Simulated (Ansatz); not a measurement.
Write the native input for Ansatz 0.2.0 that does the following.

```
Task                : single point
Functional          : PBE
Potentials or basis : Ansatz PAW
Cutoff              : 500 eV
Density cutoff      : 2000 eV
k mesh              : 7 × 7 × 7
Occupations         : fermi-dirac, width 0.05 eV
Spin                : no spin polarisation
```

The system is SiO2.

```
Si O
1.0
     0.00000    4.71626    7.36278
     2.35958    0.00000    7.36278
     2.35958    4.71626    0.00000
Si O
4 8
Direct
  0.93677 0.93677 0.56323
  0.68677 0.68677 0.31323
  0.31323 0.31323 0.68677
  0.56323 0.56323 0.93677
  0.06344 0.43656 0.06344
  0.43656 0.06344 0.43656
  0.81344 0.18656 0.81344
  0.18656 0.81344 0.18656
  0.12500 0.62500 0.62500
  0.62500 0.62500 0.62500
  0.62500 0.62500 0.12500
  0.62500 0.12500 0.62500
```

The cell comes from a database or a generator and needn't be the stable form of this composition.

One way to write it, as run:

input.yaml

```yaml
crystal:
  lattice:
    - [0.0, 4.71625711, 7.3627753715]
    - [2.3595806657, 0.0, 7.3627753715]
    - [2.3595806657, 4.71625711, 0.0]
  atoms:
    - { symbol: Si, position: [0.93676892, 0.93676892, 0.56323108] }
    - { symbol: Si, position: [0.68676892, 0.68676892, 0.31323108] }
    - { symbol: Si, position: [0.31323108, 0.31323108, 0.68676892] }
    - { symbol: Si, position: [0.56323108, 0.56323108, 0.93676892] }
    - { symbol: O, position: [0.0634396, 0.4365604, 0.0634396] }
    - { symbol: O, position: [0.4365604, 0.0634396, 0.4365604] }
    - { symbol: O, position: [0.8134396, 0.1865604, 0.8134396] }
    - { symbol: O, position: [0.1865604, 0.8134396, 0.1865604] }
    - { symbol: O, position: [0.125, 0.625, 0.625] }
    - { symbol: O, position: [0.625, 0.625, 0.625] }
    - { symbol: O, position: [0.625, 0.625, 0.125] }
    - { symbol: O, position: [0.625, 0.125, 0.625] }
hamiltonian:
  xc: pbe
  pseudopotentials: { kind: paw }
kpoints:
  mp_grid: { grid: [7, 7, 7] }
scf:
  occupations: { method: fermi_dirac, width: 0.05 }
basis:
  ecutwfc: "500 eV"
output:
  forces: true
  stress: true
  eigenvalues: true
```

Potentials or basis: Ansatz PAW.

Command:

```sh
$ ansatz run input.yaml --threads 4 --pin off --max-ram 11264MiB --backend cpu --events-out ev --progress --plain --runs-dir out
```

It gave:

* Pressure: 5.0 GPa
* Largest force: 0.367 eV/Å
* Band gap on the k mesh: 5.78 eV, direct

Caveat: odd divisions of the mesh miss points on the zone boundary, where band edges often lie, so the gap on the mesh can be too wide.

Wall time 7.4 s on 4 threads of Intel(R) Xeon(R) Platinum 8259CL CPU @ 2.50GHz (Skylake/Cascade Lake), on a shared host, peak memory 0.93 GiB.
